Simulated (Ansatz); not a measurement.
**Residual resistivity of an alloy: Re(0001) with 2 layers of random Re-Zn, 2x2**

Aim: the residual resistivity of a random alloy, from Re(0001) with 2 layers of random Re-Zn, 2x2 and longer regions.

Method: Ansatz plane-wave DFT, PBE, PAW files; ballistic transport by layer matching (Landauer), zero bias; PAW set soft_1, in Ansatz 0.2.0.

Report form: the programs' logs are mostly left out.

**1. Starting point**

The cell holds 48 atoms: 46 Re and 2 Zn. Its edges and angles: a = 5.522 Å, b = 5.522 Å, c = 26.749 Å, α = 90.0°, β = 90.0°, γ = 120.0°. It derives from Re. Regions: lead, 40 atoms (40 Re); scattering region, 8 atoms (6 Re and 2 Zn). The structure is stacked along c, and the current runs across the ab planes.

**2. With 2 alloy layers**

In 2 layers a share of 0.25 of the sites is given to Zn at random. The layers about the cell's end stay perfect and serve as the lead. Energies from -0.05 to 0.05 eV in steps of 0.05 eV are too few for the program's thermal sum, so it prints no conductance; for a metal the transmission near the Fermi level serves, at a fraction of the cost.

input.yaml

```yaml
crystal:
  lattice:
    - [5.5216, 0.0, 0.0]
    - [-2.7608, 4.7818458695, 0.0]
    - [0.0, 0.0, 26.7492]
  atoms:
    - { symbol: Re, position: [0.1666666667, 0.3333333333, 0.0416666667] }
    - { symbol: Re, position: [0.1666666667, 0.8333333333, 0.0416666667] }
    - { symbol: Re, position: [0.6666666667, 0.3333333333, 0.0416666667] }
    - { symbol: Re, position: [0.6666666667, 0.8333333333, 0.0416666667] }
    - { symbol: Re, position: [0.3333333333, 0.1666666667, 0.125] }
    - { symbol: Re, position: [0.3333333333, 0.6666666667, 0.125] }
    - { symbol: Re, position: [0.8333333333, 0.1666666667, 0.125] }
    - { symbol: Re, position: [0.8333333333, 0.6666666667, 0.125] }
[... 36 atom lines left out ...]
    - { symbol: Re, position: [0.3333333333, 0.1666666667, 0.9583333333] }
    - { symbol: Re, position: [0.3333333333, 0.6666666667, 0.9583333333] }
    - { symbol: Re, position: [0.8333333333, 0.1666666667, 0.9583333333] }
    - { symbol: Re, position: [0.8333333333, 0.6666666667, 0.9583333333] }
kpoints:
  mp_grid: { grid: [5, 5, 1] }
hamiltonian:
  xc: pbe
  pseudopotentials: { kind: paw, azcp: { folder: soft_1 } }
scf:
  occupations: { method: fermi_dirac, width: 0.1 }
output:
  transmission:
    leads: [[0, 8]]
    kmesh: [10, 10]
    e_range: [-0.05, 0.05]
    de: 0.05
  write_potential: true
  write_density: true
  volumetric_format: npy
```

On the command line:

```bash
ansatz run input.yaml --threads 4 --pin off --max-ram 15360MiB --backend cpu --events-out ev --progress --plain --runs-dir out
```

It took 8.7 min on 4 threads of Arm Neoverse V1, shared host; peak memory 5.9 GiB.

This step gave:

* free energy: -506624.6756 eV
* energy at zero smearing: -506624.0375 eV
* Fermi energy: 23.54 eV
* cell area: 26.40 Å²
* transmission per spin nearest the Fermi level: 2.865
* open channels per spin nearest the Fermi level: 5.38
* step of the lead's potential: 11 meV

Per spin. Transmission, zone mean against energy, zero at the Fermi level:

```csv
energy (eV),"transmission, zone mean"
-0.0500,2.87
0.0000,2.87
0.0500,2.69
```

Per spin. Open channels, zone mean, lead against energy, zero at the Fermi level:

```csv
energy (eV),"open channels, zone mean, lead"
-0.0500,5.32
0.0000,5.38
0.0500,5.08
```

Transmission over k1 and k2. At 0.0000 eV from the Fermi level.

Ten even steps from '0' (0.93) to '9' (7.31):
```
0110110111
2021120222
2026862022
2228998222
2426999624
2222899822
2220268620
2222021120
0111011011
0122101221
```
Columns: k1 (b1) from -0.5 to 0.4; rows upwards: k2 (b2) from -0.5 to 0.4.

Open channels over k1 and k2. At 0.0000 eV from the Fermi level.

Values, 10 rows by 10 columns:
```
 4.0  6.0  4.0  3.0  4.0  6.0  4.0  4.0  4.0  4.0
 5.0  4.0  4.0  4.0  4.0  4.0  4.0  5.0  4.0  4.0
 5.0  3.0  4.0 10.0 10.0 10.0  4.0  3.0  5.0  4.0
 4.0  4.0  4.0 10.0 11.0 11.0 10.0  4.0  4.0  4.0
 4.0  6.0  4.0 10.0 11.0 10.0 11.0 10.0  4.0  6.0
 4.0  4.0  4.0  4.0 10.0 11.0 11.0 10.0  4.0  4.0
 5.0  4.0  5.0  3.0  4.0 10.0 10.0 10.0  4.0  3.0
 5.0  4.0  4.0  5.0  4.0  4.0  4.0  4.0  4.0  4.0
 4.0  4.0  4.0  4.0  4.0  6.0  4.0  3.0  4.0  6.0
 4.0  4.0  5.0  5.0  4.0  4.0  4.0  5.0  5.0  4.0
```
Columns: k1 (b1) from -0.5 to 0.4; rows upwards: k2 (b2) from -0.5 to 0.4.

Over the solved energies the transmission per spin lies between 2.69 and 2.87, out of 5.26 channels of the lead on average (up to 5.38).

**3. With 6 alloy layers**

In 6 layers a share of 0.25 of the sites is given to Zn at random. A fresh draw is used; the growth of the resistance with length is what counts.

System of this step: Re(0001) with 6 layers of random Re-Zn, 2x2. The cell holds 64 atoms: 58 Re and 6 Zn. Its edges and angles: a = 5.522 Å, b = 5.522 Å, c = 35.666 Å, α = 90.0°, β = 90.0°, γ = 120.0°. It derives from Re. Regions: lead, 40 atoms (40 Re); scattering region, 24 atoms (18 Re and 6 Zn). The structure is stacked along c, and the current runs across the ab planes.

input.yaml

```yaml
crystal:
  lattice:
    - [5.5216, 0.0, 0.0]
    - [-2.7608, 4.7818458695, 0.0]
    - [0.0, 0.0, 35.6656]
  atoms:
    - { symbol: Re, position: [0.1666666667, 0.3333333333, 0.03125] }
    - { symbol: Re, position: [0.1666666667, 0.8333333333, 0.03125] }
    - { symbol: Re, position: [0.6666666667, 0.3333333333, 0.03125] }
    - { symbol: Re, position: [0.6666666667, 0.8333333333, 0.03125] }
    - { symbol: Re, position: [0.3333333333, 0.1666666667, 0.09375] }
    - { symbol: Re, position: [0.3333333333, 0.6666666667, 0.09375] }
    - { symbol: Re, position: [0.8333333333, 0.1666666667, 0.09375] }
    - { symbol: Re, position: [0.8333333333, 0.6666666667, 0.09375] }
[... 52 atom lines left out ...]
    - { symbol: Re, position: [0.3333333333, 0.1666666667, 0.96875] }
    - { symbol: Re, position: [0.3333333333, 0.6666666667, 0.96875] }
    - { symbol: Re, position: [0.8333333333, 0.1666666667, 0.96875] }
    - { symbol: Re, position: [0.8333333333, 0.6666666667, 0.96875] }
kpoints:
  mp_grid: { grid: [5, 5, 1] }
hamiltonian:
  xc: pbe
  pseudopotentials: { kind: paw, azcp: { folder: soft_1 } }
scf:
  occupations: { method: fermi_dirac, width: 0.1 }
output:
  transmission:
    leads: [[0, 8]]
    kmesh: [10, 10]
    e_range: [-0.05, 0.05]
    de: 0.05
  write_potential: true
  write_density: true
  volumetric_format: npy
```

Run time: 15 min. Hardware: 4 threads; peak memory 9.2 GiB.

Numbers from this step:

```
free energy                                   : -650329.8715 eV
energy at zero smearing                       : -650329.0276 eV
Fermi energy                                  : 22.89 eV
transmission per spin nearest the Fermi level : 1.505
step of the lead's potential                  : 7.1 meV
```

Per spin. Table of transmission, zone mean by energy, zero at the Fermi level:

```csv
energy (eV),"transmission, zone mean"
-0.0500,1.59
0.0000,1.50
0.0500,1.39
```

Over the solved energies the transmission per spin lies between 1.39 and 1.59, out of 5.26 channels of the lead on average (up to 5.38).

**4. With 10 alloy layers**

In 10 layers a share of 0.25 of the sites is given to Zn at random. A fresh draw is used; the growth of the resistance with length is what counts.

System of this step: Re(0001) with 10 layers of random Re-Zn, 2x2. The cell holds 80 atoms: 70 Re and 10 Zn. Cell: a = 5.522 Å, b = 5.522 Å, c = 44.582 Å, α = 90.0°, β = 90.0°, γ = 120.0°. It derives from Re. Regions: lead, 40 atoms (40 Re); scattering region, 40 atoms (30 Re and 10 Zn). The structure is stacked along c, and the current runs across the ab planes.

input.yaml

```yaml
crystal:
  lattice:
    - [5.5216, 0.0, 0.0]
    - [-2.7608, 4.7818458695, 0.0]
    - [0.0, 0.0, 44.582]
  atoms:
    - { symbol: Re, position: [0.1666666667, 0.3333333333, 0.025] }
    - { symbol: Re, position: [0.1666666667, 0.8333333333, 0.025] }
    - { symbol: Re, position: [0.6666666667, 0.3333333333, 0.025] }
    - { symbol: Re, position: [0.6666666667, 0.8333333333, 0.025] }
    - { symbol: Re, position: [0.3333333333, 0.1666666667, 0.075] }
    - { symbol: Re, position: [0.3333333333, 0.6666666667, 0.075] }
    - { symbol: Re, position: [0.8333333333, 0.1666666667, 0.075] }
    - { symbol: Re, position: [0.8333333333, 0.6666666667, 0.075] }
[... 68 atom lines left out ...]
    - { symbol: Re, position: [0.3333333333, 0.1666666667, 0.975] }
    - { symbol: Re, position: [0.3333333333, 0.6666666667, 0.975] }
    - { symbol: Re, position: [0.8333333333, 0.1666666667, 0.975] }
    - { symbol: Re, position: [0.8333333333, 0.6666666667, 0.975] }
kpoints:
  mp_grid: { grid: [5, 5, 1] }
hamiltonian:
  xc: pbe
  pseudopotentials: { kind: paw, azcp: { folder: soft_1 } }
scf:
  occupations: { method: fermi_dirac, width: 0.1 }
output:
  transmission:
    leads: [[0, 8]]
    kmesh: [10, 10]
    e_range: [-0.05, 0.05]
    de: 0.05
  write_potential: true
  write_density: true
  volumetric_format: npy
```

Run time: 37 min. Hardware: 4 threads; peak memory 8.5 GiB.

This step gave:

```
free energy                                   : -794033.7803 eV
energy at zero smearing                       : -794032.7291 eV
Fermi energy                                  : 22.50 eV
transmission per spin nearest the Fermi level : 1.073
step of the lead's potential                  : 6.4 meV
```

Per spin. Transmission, zone mean against energy, zero at the Fermi level:

```csv
energy (eV),"transmission, zone mean"
-0.0500,1.09
0.0000,1.07
0.0500,1.06
```

Over the solved energies the transmission per spin lies between 1.06 and 1.09, out of 5.26 channels of the lead on average (up to 5.38).

**5. Resistance against length**

This step: Ansatz plane-wave DFT, PBE, PAW files; ballistic transport by layer matching (Landauer), zero bias; residual resistivity from the slope of the area resistance, atoms on the host's lattice; PAW set soft_1 (Ansatz 0.2.0).

This step gave:

* resistivity: 110.0 µΩ cm
* intercept: 0.1032 fΩ m²
* scatter about the fit: 0.04044 fΩ m²

Resistance, by row:

```csv
run,length (Å),T,channels N,RA (fΩ m²)
n2,4.458,2.81,5.26,0.5648
n6,13.37,1.495,5.26,1.631
n10,22.29,1.074,5.26,2.526
```

Table of area resistance by length of the alloy:

```csv
length of the alloy (Å),area resistance (fΩ m²)
4.46,0.565
13.37,1.63
22.29,2.53
```

The area resistance goes from 0.56 to 2.5 fΩ m² between 4.5 and 22.3 Å, a slope of 110 µΩ cm.

By hand from the end points: (2.526 − 0.5648) fΩ m² / (22.29 − 4.46) Å = 110 µΩ cm, since 1 fΩ m² per Å is 1000 µΩ cm.

**6. Results**

- resistivity from the slope: 110 µΩ cm
- area resistance over 4.46 Å: 0.565 fΩ m²
- area resistance over 13.4 Å: 1.63 fΩ m²
- area resistance over 22.3 Å: 2.53 fΩ m²

In words: The slope gives 110 µΩ cm. The points scatter by 0.040 fΩ m² about the line, with one random draw a length in a 2x2 cell, so the slope is a rough value. Read with a model of isotropic scattering on a spherical Fermi surface and the lead's 1.5×10¹⁵ S/m², this slope means a mean free path near 4.4 Å; over these lengths the model's slope is within 3 % of its bulk resistivity, though a free path of a few ångströms strains the picture. The draw over the shortest length came out nearly ordered, with 8 symmetry operations, so that point is a poor sample of a random alloy. The atoms sit on the host's lattice, so scattering by size misfit is left out. Spin-orbit coupling is left out, which matters for Re.

[Logs are printed without paths, hosts, clocks, repeated set-up lines and the standing remarks that a program may print on its own settings, such as how far it seeks lower states.]

[Hosts, paths, dates, database ids (printed as entryN), source tags and the programs' standing remarks are cut or masked in the printed files.]
